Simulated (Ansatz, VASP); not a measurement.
# One calculation of TiC, two programs

```
CELL_PARAMETERS angstrom
0.00000 2.20819 2.20819
2.20819 0.00000 2.20819
2.20819 2.20819 0.00000
ATOMIC_POSITIONS crystal
Ti 0.00000 0.00000 0.00000
C 0.50000 0.50000 0.50000
```

Change from the starting cell: volume scaled by 1.06.

Alike in both runs: task single point; functional LDA; k mesh 11 × 11 × 11; occupations fermi-dirac, width 0.05 eV; no spin polarisation.

|  | VASP | Ansatz |
| --- | --- | --- |
| version | VASP 6.6.1 | Ansatz 0.2.0 |
| potentials or method | VASP PAW LDA potentials, release 64 (Ti_sv, C), cutoff 520 eV | all-electron LAPW, scalar-relativistic |

```tsv
	VASP	Ansatz	Ansatz less VASP
gap on the k mesh at the Fermi level (eV)	none	none	-
pressure (GPa)	-24.0	-24.4	-0.41
```

A gap of «none» marks a metal or a gap that the smearing closes. Ansatz ran all-electron here, so the differences hold the error of VASP's frozen core and of both bases.

Caveats: so large a pressure means that the cell lies far from this level's equilibrium, or that cutoff or potentials fall short (VASP).
